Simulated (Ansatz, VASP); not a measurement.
**Au: VASP beside Ansatz**

```
Au
1.0
     0.00000    2.06538    2.06538
     2.06538    0.00000    2.06538
     2.06538    2.06538    0.00000
Au
1
Cartesian
  0.0000 0.0000 0.0000
```

Alike in both runs: functional PBE; k mesh 18 × 18 × 18; occupations gaussian, width 0.1 eV; no spin polarisation.

Ansatz relaxed the structure, and its values are those at the end. VASP's run is a single point on that final structure, the one shown.

|  | VASP | Ansatz |
| --- | --- | --- |
| version | VASP 6.6.1 | Ansatz 0.2.0 |
| potentials or method | VASP PAW PBE potentials, release 64 (Au) | scalar-relativistic, plane waves, PAW |
| plane-wave cutoff (eV) | 520 | 420 |
| valence electrons in the cell | 11 | 19 |

Ansatz gave:

| Property | Result |
| --- | --- |
| gap on the k mesh at the Fermi level (eV) | none |
| pressure (GPa) | 2.9 |

What did VASP give for the same quantities?

gap on the k mesh at the Fermi level (eV): none; pressure (GPa): 2.7.

A gap of «none» marks a metal or a gap that the smearing closes. The two sets of potentials don't hold the same shells in valence.

Spin-orbit coupling is left out, which matters for the levels of Au.
